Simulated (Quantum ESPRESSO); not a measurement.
TiSi under changes of volume

One of the cells (14.630 Å³/atom); the others are scaled copies at fixed shape and fractional positions:

```
CELL_PARAMETERS angstrom
1.81618 -2.11762 0.00000
1.81618 2.11762 0.00000
0.00000 0.00000 3.80393
ATOMIC_POSITIONS crystal
Ti 0.50000 0.50000 0.00000
Si 0.00000 0.00000 0.50000
```

The cell comes from a database or a generator and needn't be the stable form of this composition.

| Property | Result |
| --- | --- |
| Program | Quantum ESPRESSO 7.5 |
| Functional | r2SCAN |
| Potentials or basis | SG15 PBE 1.2 |
| Cutoff | 952 eV |
| Density cutoff | 3810 eV |
| k mesh | 8 × 8 × 6 |
| Occupations | fermi-dirac, width 0.05 eV |
| Spin | no spin polarisation |

| volume (Å³/atom) | energy over the lowest point (meV/atom) | pressure (GPa) |
| --- | --- | --- |
| 13.752 | 19.32 | 8.6 |
| 14.045 | 6.91 | 5.1 |
| 14.337 | 0.66 | 1.8 |
| 14.630 | 0.00 | -1.1 |
| 14.922 | 4.42 | -3.7 |
| 15.215 | ? | ? |
| 15.508 | 26.60 | -8.2 |

Question: What does the run at 15.215 Å³/atom give?

Answer: Energy over the lowest point 13.43 meV/atom; pressure -6.1 GPa.

Worked out: A Birch-Murnaghan fit of order 3 (a polynomial in V^(-2/3)) to the other rows has its minimum at 14.52 Å³/atom with B0 = V·E''(V) = 143 GPa and B' = 3.9 at fixed shape and positions, which overstates the stiffness. It gives 13.42 meV/atom at 15.215 Å³/atom, against the run's 13.43, and -dE/dV = -6.1 GPa, against -6.1.

Energies are extrapolated to zero smearing.

Caveats: the potentials were made for another functional, which shifts forces and pressure.
